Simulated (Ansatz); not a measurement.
**ZnO: the band gap up the ladder of functionals**

One table from this session's results is given with a row withheld; the runs are named, their logs left out.

Program: Ansatz 0.2.0. PAW datasets, plane waves. (Simulation; spin polarisation is off.)

### The cell

The cell was relaxed beforehand with r2SCAN.

Space group P6_3mc (No. 186), hexagonal; a = 3.235 Å, c = 5.211 Å in the conventional setting, 11.81 Å³ an atom. Around Zn lie 4 O at 1.97–1.98 Å; around O lie 4 Zn at 1.97–1.98 Å.

Coordinates:

```cif
data_structure
_symmetry_space_group_name_H-M 'P 1'
_symmetry_Int_Tables_number 1
_cell_length_a 3.2353
_cell_length_b 3.2353
_cell_length_c 5.2110
_cell_angle_alpha 90.000
_cell_angle_beta 90.000
_cell_angle_gamma 120.000
_cell_volume 47.24
loop_
_atom_site_label
_atom_site_type_symbol
_atom_site_fract_x
_atom_site_fract_y
_atom_site_fract_z
_atom_site_occupancy
Zn1 Zn 0.33333 0.66667 0.99765 1
Zn2 Zn 0.66667 0.33333 0.49765 1
O1 O 0.33333 0.66667 0.37735 1
O2 O 0.66667 0.33333 0.87735 1
```

Set-up of the first run:

The input, input.yaml:

```yaml
crystal:
  lattice:
    - [3.2353406703, 1.0e-10, 0.0]
    - [-1.6176703352, 2.8018872104, 0.0]
    - [0.0, 0.0, 5.2109522595]
  atoms:
    - { symbol: Zn, position: [0.3333333333, 0.6666666667, -0.0023477325] }
    - { symbol: Zn, position: [0.6666666667, 0.3333333333, 0.4976522675] }
    - { symbol: O, position: [0.3333333333, 0.6666666667, 0.3773477325] }
    - { symbol: O, position: [0.6666666667, 0.3333333333, 0.8773477325] }
kpoints:
  mp_grid: { grid: [12, 12, 6] }
  band_path:
    path:
      - [[0.0, 0.0, 0.0], [0.5, -2.106384337903e-17, 3.782464486082e-34], [0.3333333333333, 0.3333333333333, 6.044025308012e-34], [0.0, 0.0, 0.0], [2.310358484494e-51, 1.532887025163e-50, 0.5], [0.5, -2.106384337903e-17, 0.5], [0.3333333333333, 0.3333333333333, 0.5], [2.310358484494e-51, 1.532887025163e-50, 0.5]]
      - [[0.5, -2.106384337903e-17, 0.5], [0.5, -2.106384337903e-17, 3.782464486082e-34]]
      - [[0.3333333333333, 0.3333333333333, 0.5], [0.3333333333333, 0.3333333333333, 6.044025308012e-34]]
    npoints: 10
hamiltonian:
  xc: pbe
scf:
  occupations: { method: fermi_dirac, width: 0.02 }
  n_extra_bands: 5
output:
  forces: true
  stress: true
  eigenvalues: true
```

The run is started by

```bash
$ ansatz run input.yaml --threads 4 --pin off --max-ram 7372MiB --backend cpu --events-out ev --progress --plain --runs-dir out
```

Steps of the session up to this table: Band structure with PBE; r2SCAN; HSE06; PBE0 at the same geometry; LDA; DDH-PBE0 at the same geometry; Hartree-Fock; Single point with r2SCANh.

One table of the session follows, with a row left open; its other results are not shown here.

```
       level  gap (eV)
         PBE      0.81
      r2SCAN      1.24
       HSE06      2.53
        PBE0      3.22
         LDA      0.74
    DDH-PBE0      2.69
Hartree-Fock         ?
     r2SCANh      2.14
```

Q: Estimate the row for Hartree-Fock from the others.

**Answer.** gap (eV): 11.33. In the column «gap (eV)» it is the highest.

Meshes: PBE 12×12×6, r2SCAN 12×12×6, HSE06 6×6×4, PBE0 6×6×4, LDA 12×12×6, DDH-PBE0 6×6×4, Hartree-Fock 6×6×4, r2SCANh 6×6×4

What this shows: The gap runs from 0.74 eV (LDA) to 11.33 eV (Hartree-Fock). PBE reaches 32 % of the HSE06 value, and r2SCAN 49 %. PBE0 lies 0.69 eV above HSE06, which differs from it by screening the long-range exchange. The calculation is for fixed nuclei; the measurement holds lattice motion too.

To keep in mind: Warnings in the runs' records: stress scf threshold loose, stress exchange threshold loose.
